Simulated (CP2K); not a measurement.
Sb:

```xyz
2
Lattice="4.5067 0.0000 0.0000 2.4472 3.7843 0.0000 2.4472 1.3318 3.5422" Properties=species:S:1:pos:R:3 pbc="T T T"
Sb    7.2061    3.9215    2.7152
Sb    2.1951    1.1946    0.8271
```

Base run:

| Item | Value |
| --- | --- |
| Program | CP2K 2026.2 |
| Functional | OLYP |
| Potentials or basis | POTENTIAL_UZH Sb GTH-PBE-q5; TZVP-MOLOPT-PBE-GTH basis |
| Density cutoff | 9184 eV |
| k mesh | 8 × 8 × 8 |
| Occupations | fermi-dirac, width 0.05 eV |
| Spin | no spin polarisation |

Its results: band gap on the k mesh none (metal or under the smearing width); pressure 3.0 GPa; largest force 0.090 eV/Å.

Problem. After a change of settings the same cell gave: band gap on the k mesh none (metal or under the smearing width); pressure -5.7 GPa; largest force 0.477 eV/Å. Which change was it?
A. functional from OLYP to LDA
B. functional from OLYP to HLE16
C. functional from OLYP to revPBE
D. functional from OLYP to PBE

Solution. B.

Caveats: the potentials were made for another functional, which shifts forces and pressure; spin-orbit coupling is left out, which moves the levels of the heavy elements; the basis of atomic orbitals isn't converged, which shifts pressures, moduli and gaps; the potentials were made for a functional far from this one (some runs).
